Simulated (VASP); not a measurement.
The system is VO2.

```
V O
1.0
     4.53000    0.00000    0.00000
     0.00000    4.53000    0.00000
     0.00000    0.00000    2.86900
V O
2 4
Direct
  0.00000 0.00000 0.00000
  0.50000 0.50000 0.50000
  0.30500 0.30500 0.00000
  0.19500 0.80500 0.50000
  0.69500 0.69500 0.00000
  0.80500 0.19500 0.50000
```

* Program: VASP 6.6.1
* Task: relaxation of cell and atoms
* Functional: PBE
* Potentials or basis: VASP PAW PBE potentials, release 64 (V_sv, O)
* Cutoff: 600 eV
* k mesh: 8 × 8 × 14
* Occupations: methfessel-paxton, width 0.1 eV
* Spin: collinear spin, ferromagnetic start
* Starting moments: [2.0, 2.0, 0.0, 0.0, 0.0, 0.0] μB

At the start: pressure 5.2 GPa; volume 9.81 Å³/atom.

Problem. How do energy, volume and symmetry change on relaxing?

Solution. Over 5 steps the energy falls by 10.9 meV/atom and the volume is 9.97 Å³/atom (+1.6 %); space group P4_2/mnm (No. 136, to 0.05 Å); moment 2.00 μB per cell.

Step by step:
| step | energy change (eV) | largest force (eV/Å) | pressure (GPa) | volume (Å³) |
| --- | --- | --- | --- | --- |
| 1 | 0.0000 | 0.6140 | 5.20 | 58.87 |
| 2 | -0.0196 | 0.1049 | -6.89 | 61.63 |
| 3 | -0.0473 | 0.1810 | -2.00 | 60.40 |
| 4 | -0.0647 | 0.0346 | -0.39 | 59.91 |
| 5 | -0.0653 | 0.0056 | -0.09 | 59.81 |

Final structure:
```cif
data_structure
_symmetry_space_group_name_H-M 'P 1'
_symmetry_Int_Tables_number 1
_cell_length_a 4.5881
_cell_length_b 4.5881
_cell_length_c 2.8413
_cell_angle_alpha 90.000
_cell_angle_beta 90.000
_cell_angle_gamma 90.000
_cell_volume 59.81
loop_
_atom_site_label
_atom_site_type_symbol
_atom_site_fract_x
_atom_site_fract_y
_atom_site_fract_z
_atom_site_occupancy
V1 V 0.00000 0.00000 0.00000 1
V2 V 0.50000 0.50000 0.50000 1
O1 O 0.29989 0.29989 0.00000 1
O2 O 0.20011 0.79989 0.50000 1
O3 O 0.70011 0.70011 0.00000 1
O4 O 0.79989 0.20011 0.50000 1
```
